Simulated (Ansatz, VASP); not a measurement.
**One calculation of Zr, two programs**

File POSCAR:

```
Zr
1.0
    1.6976545112      0.9801412890      8.2046577289
   -1.6976545112      0.9801412890      8.2046577289
    0.0000000000     -1.9602825781      8.2046577289
Zr
3
Direct
    0.0000000000      0.0000000000      0.0000000000
    0.2222200000      0.2222200000      0.2222200000
    0.7777800000      0.7777800000      0.7777800000
```

Contents of INCAR.step1:

```
PREC = Accurate
ENCUT = 520
ISMEAR = 0
SIGMA = 0.1
LREAL = False
LASPH = True
NELM = 100
NBANDS = 25
GGA = PE
ALGO = Normal
EDIFF = 1E-4
LWAVE = True
LCHARG = False
```

The input INCAR.step2:

```
PREC = Accurate
ENCUT = 520
EDIFF = 1E-6
ISMEAR = 0
SIGMA = 0.1
LREAL = False
LASPH = True
NELM = 100
ALGO = Normal
ISIF = 2
LWAVE = False
LCHARG = True
METAGGA = R2SCAN
LMIXTAU = True
LELF = True
LVHAR = True
NBANDS = 25
ISTART = 1
```

File KPOINTS:

```
Automatic mesh
0
Gamma
  6 6 6
```

Input for Ansatz:

```yaml
crystal:
  lattice:
    - [1.6976545112, 0.980141289, 8.2046577289]
    - [-1.6976545112, 0.980141289, 8.2046577289]
    - [0.0, -1.9602825781, 8.2046577289]
  atoms:
    - { symbol: Zr, position: [0.0, 0.0, 0.0] }
    - { symbol: Zr, position: [0.22222, 0.22222, 0.22222] }
    - { symbol: Zr, position: [0.77778, 0.77778, 0.77778] }
basis:
  ecutwfc: 500
kpoints:
  mp_grid: { grid: [6, 6, 6] }
hamiltonian:
  xc: r2scan
scf:
  occupations: { method: gaussian, width: 0.1 }
  lower_state_search: "off"
output:
  forces: true
  stress: true
  eigenvalues: true
```

Alike in both runs: task single point; functional r2SCAN; k mesh 6 × 6 × 6; occupations gaussian, width 0.1 eV; no spin polarisation.

|  | VASP | Ansatz |
| --- | --- | --- |
| version | VASP 6.6.1 | Ansatz 0.2.0 |
| potentials or method | VASP PAW PBE potentials, release 64 (Zr_sv) | scalar-relativistic, plane waves, PAW |
| plane-wave cutoff (eV) | 520 | 500 |
| valence electrons in the cell | 36 | 36 |

|  | VASP | Ansatz | Ansatz less VASP |
| --- | --- | --- | --- |
| gap on the k mesh at the Fermi level (eV) | none | none | - |
| pressure (GPa) | -10.8 | -10.8 | +0.01 |
| rms of the force components (eV/Å) | 0.044 | 0.044 | +0.0002 |

Atom by atom the forces differ by 0.000 eV/Å (rms over components). A gap of «none» marks a metal or a gap that the smearing closes. With one functional, cell and mesh, what is left measures potentials, basis and numerics.

Caveats: the PAW data sets were made with another functional, which shifts forces and pressure a little (VASP).
